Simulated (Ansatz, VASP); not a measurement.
## HfN in VASP and in Ansatz

The input INCAR:

```
SYSTEM = HfN
PREC     = Accurate       ! precision mode
ENCUT    = 520            ! plane-wave cutoff, eV
EDIFF    = 1E-7           ! SCF threshold, eV
ISMEAR   = 0              ! smearing method
SIGMA    = 0.15           ! smearing width, eV
LREAL    = .FALSE.        ! projectors in reciprocal space
LASPH    = .TRUE.         ! aspherical terms in the spheres
NELM     = 60             ! most SCF steps
ALGO     = Normal         ! electronic algorithm
ISIF     = 2              ! what is computed and relaxed
LWAVE    = .FALSE.        ! write WAVECAR
LCHARG   = .FALSE.        ! write CHGCAR
GGA      = PS             ! functional
NBANDS   = 14             ! bands
```

Contents of KPOINTS:

```
Automatic mesh
0
G
  16 16 16
  0 0 0
```

Contents of POSCAR:

```
HfN
1.0
    0.0000000000      2.4548220000      2.4548220000
    2.5407407700      0.0000000000      2.4548220000
    2.5407407700      2.4548220000      0.0000000000
Hf N
1 1
Direct
    0.0000000000      0.0000000000      0.0000000000
    0.7500000000      0.7500000000      0.7500000000
```

Input for Ansatz:

```yaml
crystal:
  lattice:
    - [0.0, 2.454822, 2.454822]
    - [2.54074077, 0.0, 2.454822]
    - [2.54074077, 2.454822, 0.0]
  atoms:
    - { symbol: Hf, position: [0.0, 0.0, 0.0] }
    - { symbol: "N", position: [0.75, 0.75, 0.75] }
basis:
  ecutwfc: 420
kpoints:
  mp_grid: { grid: [16, 16, 16] }
hamiltonian:
  xc: pbesol
scf:
  occupations: { method: gaussian, width: 0.15 }
output:
  forces: true
  stress: true
  eigenvalues: true
```

Change from the starting cell: strain +0.0350 x Voigt [1, 0, 0, 0, 0, 0], atoms carried along.

Alike in both runs: task single point; functional PBEsol; k mesh 16 × 16 × 16; occupations gaussian, width 0.15 eV; no spin polarisation.

|  | VASP | Ansatz |
| --- | --- | --- |
| version | VASP 6.6.1 | Ansatz 0.2.0 |
| potentials or method | VASP PAW PBE potentials, release 64 (Hf_pv, N) | scalar-relativistic, plane waves, PAW |
| plane-wave cutoff (eV) | 520 | 420 |
| valence electrons in the cell | 15 | 31 |

Ansatz gave:

```
gap on the k mesh at the Fermi level (eV)       : none
pressure (GPa)                                  : -10.9
largest component of the traceless stress (GPa) : 3.64
```

Which values does VASP return?

gap on the k mesh at the Fermi level (eV): none; pressure (GPa): -11.8; largest component of the traceless stress (GPa): 3.65.

A gap of «none» marks a metal or a gap that the smearing closes. The two sets of potentials don't hold the same shells in valence.

Caveats: the PAW data sets were made with another functional, which shifts forces and pressure a little (VASP). Spin-orbit coupling is left out, which matters for the levels of Hf.
